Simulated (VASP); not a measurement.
# BaO (Fm-3m) in VASP: elastic constants with PBE

Aim: the elastic constants of BaO with PBE.

All numbers are computed with VASP 6.6.1; they aren't measurements. Logs are shortened: lines on timing, memory, paths and dates and some standing lists are left out, and cuts for length are marked.

## 1. The crystal as given

Symmetry: Fm-3m, No. 225, cubic system. The conventional cell has a = 5.613 Å, b = 5.613 Å, c = 5.613 Å, α = 90.00°, β = 90.00°, γ = 90.00°. Ba (site symmetry m-3m) has 6 O at 2.81 Å as nearest neighbours. Around O (site symmetry m-3m) lie 6 Ba at 2.81 Å.

## 2. Elastic constants, PBE

The input, POSCAR:

```
BaO
1.0
    0.0000000000      2.8066565104      2.8066565104
    2.8066565104      0.0000000000      2.8066565104
    2.8066565104      2.8066565104      0.0000000000
  Ba              O
     1     1
Direct
     0.0000000000000000    0.0000000000000000    0.0000000000000000
     0.5000000000000000    0.5000000000000000    0.5000000000000000
```

The input, INCAR.step1:

```
  PREC = Accurate
  ENCUT = 600
  EDIFF = 1E-8
  ISMEAR = 0
  SIGMA = 0.03
  LREAL = F
  LASPH = T
  NELM = 80
  ALGO = Normal
  ISIF = 3
  LWAVE = F
  LCHARG = F
  GGA = PE
  IBRION = 2
  NSW = 40
  EDIFFG = -0.002
```

The input, INCAR.step2:

```
  PREC = Accurate
  ENCUT = 600
  EDIFF = 1E-8
  ISMEAR = 0
  SIGMA = 0.03
  LREAL = F
  LASPH = T
  NELM = 80
  ALGO = Normal
  ISIF = 3
  LWAVE = F
  LCHARG = F
  GGA = PE
  IBRION = 6
  NFREE = 2
  POTIM = 0.015
  NSW = 1
```

The input, KPOINTS:

```
regular mesh
0
Gamma
  8 8 8
```

Potentials or basis: VASP PAW PBE potentials, release 64 (Ba_sv, O).

Launch:

```console
$ cat potpaw_PBE.64/Ba_sv/POTCAR potpaw_PBE.64/O/POTCAR > POTCAR
$ cp INCAR.step1 INCAR
$ mpirun -np 1 vasp_std > vasp.out
$ cp CONTCAR POSCAR
$ cp INCAR.step2 INCAR
$ mpirun -np 1 vasp_std > vasp.out
```

OUTCAR:

```text
PREC = Accurate
   ENCUT = 600
   EDIFF = 1E-8
   ISMEAR = 0
   LREAL = F
   LASPH = T
   NELM = 80
   ISIF = 3
   GGA = PE
   IBRION = 6
   NFREE = 2
   POTIM = 0.015
   NSW = 1

 ion  position               nearest neighbor table
   1  0.000  0.000  0.000-   2 2.81   2 2.81   2 2.81   2 2.81   2 2.81   2 2.81
   2  0.500  0.500  0.500-   1 2.81   1 2.81   1 2.81   1 2.81   1 2.81   1 2.81

  LATTYP: Found a face centered cubic cell.
 ALAT       =     5.6124507769

  Lattice vectors:

 A1 = (   0.0000000000,   2.8062253884,   2.8062253884)
 A2 = (   2.8062253884,   0.0000000000,   2.8062253884)
 A3 = (   2.8062253884,   2.8062253884,   0.0000000000)

Analysis of symmetry for initial positions (statically):
=====================================================================
 Subroutine PRICEL returns:
 Original cell was already a primitive cell.

 Routine SETGRP: Setting up the symmetry group for a
 face centered cubic supercell.

 Subroutine GETGRP returns: Found 48 space group operations
 (whereof 48 operations were pure point group operations)
 out of a pool of 48 trial point group operations.

The static configuration has the point symmetry O_h .

Analysis of symmetry for dynamics (positions and initial velocities):
=====================================================================
 Subroutine PRICEL returns:
 Original cell was already a primitive cell.

 Routine SETGRP: Setting up the symmetry group for a
 face centered cubic supercell.

 Subroutine GETGRP returns: Found 48 space group operations
 (whereof 48 operations were pure point group operations)
 out of a pool of 48 trial point group operations.

The dynamic configuration has the point symmetry O_h .

 Subroutine INISYM returns: Found 48 space group operations
 (whereof 48 operations are pure point group operations),
 and found     1 'primitive' translations

[... 693 lines left out ...]
      3      -9.4559      2.00000
      4      -9.4402      2.00000
      5      -9.0006      2.00000
      6       0.2202      2.00000
      7       0.7760      2.00000
      8       0.8481      2.00000
      9       6.4321      0.00000
     10       7.0233      0.00000
     11       9.2306      0.00000
     12       9.3254      0.00000

 [... further k-points ...]

------------------------ aborting loop because EDIFF is reached ----------------------------------------

  FORCE on cell =-STRESS in cart. coord.  units (eV):
  Direction    XX          YY          ZZ          XY          YZ          ZX
  --------------------------------------------------------------------------------------
  -------------------------------------------------------------------------------------
  Total        0.0053175      0.0018248      0.0018248      0.0000000      0.0000000      0.0000000
  in kB        0.1927625      0.0661498      0.0661498      0.0000000      0.0000000      0.0000000
  external PRESSURE =       0.1083541 kB  Pullay stress =       0.0000000 kB
[... 17 lines left out ...]
  FREE ENERGIE OF THE ION-ELECTRON SYSTEM (eV)
  ---------------------------------------------------
  free  energy   TOTEN  =       -11.8115189904 eV

  energy  without entropy=      -11.8115189904  energy(sigma->0) =      -11.81151899

 INTERNAL STRAIN TENSORS FROM STRAINED CELLS
 ============================================

 INTERNAL STRAIN TENSOR FOR ION    1 for displacements in x,y,z  (eV/Angst):
          X           Y           Z          XY          YZ          ZX
  --------------------------------------------------------------------------------
  x    -0.00000     0.00000     0.00000     0.00000    -0.00000    -0.00000
  y     0.00000    -0.00000     0.00000    -0.00000     0.00000    -0.00000
  z     0.00000     0.00000     0.00000    -0.00000     0.00000     0.00000

 INTERNAL STRAIN TENSORS FROM DISPLACED ATOMS
 ============================================

 INTERNAL STRAIN TENSOR FOR ION    1 for displacements in x,y,z  (eV/Angst):
          X           Y           Z          XY          YZ          ZX
  --------------------------------------------------------------------------------
  x     0.00000     0.00000     0.00000     0.00000     0.00000     0.00000
  y     0.00000     0.00000     0.00000     0.00000     0.00000     0.00000
  z     0.00000     0.00000     0.00000     0.00000     0.00000     0.00000

 INTERNAL STRAIN TENSOR FOR ION    2 for displacements in x,y,z  (eV/Angst):
          X           Y           Z          XY          YZ          ZX
  --------------------------------------------------------------------------------
  x     0.00000     0.00000     0.00000     0.00000     0.00000     0.00000
  y     0.00000     0.00000     0.00000     0.00000     0.00000     0.00000
  z     0.00000     0.00000     0.00000     0.00000     0.00000     0.00000

 Eigenvectors and eigenvalues of the dynamical matrix
 ----------------------------------------------------

   1 f  =    2.831814 THz    17.792809 2PiTHz   94.459131 cm-1    11.711434 meV
             X         Y         Z           dx          dy          dz
      0.000000  0.000000  0.000000     0.312348    0.067700   -0.000000
      2.806225  2.806225  2.806225    -0.926050   -0.200716   -0.000000
[... 21 lines left out ...]
   6 f/i=    0.010271 THz     0.064537 2PiTHz    0.342615 cm-1     0.042479 meV
             X         Y         Z           dx          dy          dz
      0.000000  0.000000  0.000000     0.002847   -0.047650   -0.946349
      2.806225  2.806225  2.806225     0.000960   -0.016072   -0.319195

--------------------------------------------------------------------------------------------------------

 ELASTIC MODULI CONTR FROM IONIC RELAXATION (kBar)
 Direction    XX          YY          ZZ          XY          YZ          ZX
 --------------------------------------------------------------------------------
 XX           0.0000      0.0000      0.0000      0.0000      0.0000      0.0000
 YY           0.0000      0.0000      0.0000      0.0000      0.0000      0.0000
 ZZ           0.0000      0.0000      0.0000      0.0000      0.0000      0.0000
 XY           0.0000      0.0000      0.0000      0.0000      0.0000      0.0000
 YZ           0.0000      0.0000      0.0000      0.0000      0.0000      0.0000
 ZX           0.0000      0.0000      0.0000      0.0000      0.0000      0.0000
 --------------------------------------------------------------------------------

 TOTAL ELASTIC MODULI (kBar)
 Direction    XX          YY          ZZ          XY          YZ          ZX
 --------------------------------------------------------------------------------
 XX        1213.0373    416.8438    416.8438      0.0000     -0.0000      0.0000
 YY         416.8438   1213.0373    416.8438      0.0000     -0.0000     -0.0000
 ZZ         416.8438    416.8438   1213.0373     -0.0000     -0.0000     -0.0000
 XY           0.0000      0.0000     -0.0000    363.2170     -0.0000      0.0000
 YZ          -0.0000     -0.0000     -0.0000     -0.0000    363.2170      0.0000
 ZX           0.0000     -0.0000     -0.0000      0.0000      0.0000    363.2170
 --------------------------------------------------------------------------------
```

OSZICAR.step1:

```text
N       E                     dE             d eps       ncg     rms          rms(c)
DAV:   1     0.961054942010E+02    0.96105E+02   -0.87344E+03   696   0.137E+03
DAV:   2    -0.960695907591E+01   -0.10571E+03   -0.96279E+02  1016   0.238E+02
DAV:   3    -0.143492384105E+02   -0.47423E+01   -0.47018E+01   896   0.543E+01
DAV:   4    -0.144172799694E+02   -0.68042E-01   -0.68016E-01   880   0.653E+00
[... 18 lines left out ...]
DAV:   5    -0.118116032211E+02   -0.12922E-06   -0.35816E-08   820   0.210E-03    0.131E-03
DAV:   6    -0.118116039107E+02   -0.68956E-06   -0.11100E-07   820   0.321E-03    0.590E-04
DAV:   7    -0.118116038397E+02    0.71034E-07   -0.95920E-09   408   0.863E-04    0.308E-04
DAV:   8    -0.118116037840E+02    0.55660E-07   -0.26917E-09   384   0.424E-04    0.485E-05
DAV:   9    -0.118116037818E+02    0.21757E-08   -0.59863E-10   372   0.165E-04
   2 F= -.11811604E+02 E0= -.11811604E+02  d E =-.105603E-05
```

Run time: 4.1 min. Hardware: 1 thread of Intel Xeon 6975P-C (Granite Rapids), shared host; peak memory 0.33 GiB.

What came out:

```
Elastic constants C11, C12, C44                         : 121, 42, 36 GPa
Voigt bulk modulus                                      : 68 GPa
Highest phonon frequency at Γ, LO-TO splitting left out : 94 cm⁻¹
```

Phonon frequencies in cm⁻¹ (negative: imaginary):
```
              q point     frequencies
(0.000, 0.000, 0.000)  0 0 0 94 94 94
```

Elastic tensor in Voigt notation (GPa, in the Cartesian axes of the cell as first typed):
```
121  42  42   0   0   0
 42 121  42   0   0   0
 42  42 121   0   0   0
  0   0   0  36   0   0
  0   0   0   0  36   0
  0   0   0   0   0  36
```

Clamped-ion elastic tensor (GPa):
```
121  42  42   0   0   0
 42 121  42   0   0   0
 42  42 121   0   0   0
  0   0   0  36   0   0
  0   0   0   0  36   0
  0   0   0   0   0  36
```

The run has no spin-orbit coupling, so splittings on Ba are missing.
